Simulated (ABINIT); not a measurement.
Here is an ABINIT 10.8.3 (patched build) calculation.

File run.abi:

```
pp_dirpath "./"
pseudos "Zn.GGA_PBE-JTH.xml, O.GGA_PBE-JTH.xml"

acell 3.249308 3.249308 5.205709 Angstrom
rprim
     1.0000000000     0.0000000000     0.0000000000
    -0.5000000000     0.8660254038     0.0000000000
     0.0000000000     0.0000000000     1.0000000000
ntypat 2
znucl 30 8
natom 4
typat 1 1 2 2
xred
     0.6666666667     0.3333333333     0.0000000000
     0.3333333333     0.6666666667     0.5000000000
     0.3333333333     0.6666666667     0.8790100000
     0.6666666667     0.3333333333     0.3790100000

ecut 28.0
pawecutdg 50.0
pawxcdev 0

kptopt 1
ngkpt 9 9 5
nshiftk 1
shiftk 0.0 0.0 0.0

ixc 11

nband 22
occopt 3
tsmear 0.00183747

nstep 100
tolvrs 1.0e-9

iomode 3
prtwf 0
prteig 0
prtebands 0
enunit 1
prtden 1
prtvha 1
prtvclmb 1
prtpot 1
```

Potentials or basis: JTH PAW PBE v2.0.

Command:

```console
$ abinit run.abi > log 2>&1
```

(1) Predict the largest force.

(2) What does it give for the band gap on the k mesh?

(3) Predict the pressure.

Answers

(1) 0.071 eV/Å.

(2) 0.80 eV, direct.

(3) 4.1 GPa.

**What was measured.**

“Electronic structure of alkaline earth and post-transition metal oxides”, 2009, arxiv:0908.1581 quotes, for a bulk crystal of ZnO: band gap 3.37 eV.

A measured gap of ZnO is 3.37 eV (quoted in “Electronic structure of alkaline earth and post-transition metal oxides”, 2009, arxiv:0908.1581); the calculated 0.80 eV misses it by -2.57 eV. So large a miss can be the level of theory's own, or it may mean another phase, state or a wrong row. The value is that of PBE, without temperature or zero-point motion. Semilocal functionals fall short of measured gaps as a rule.
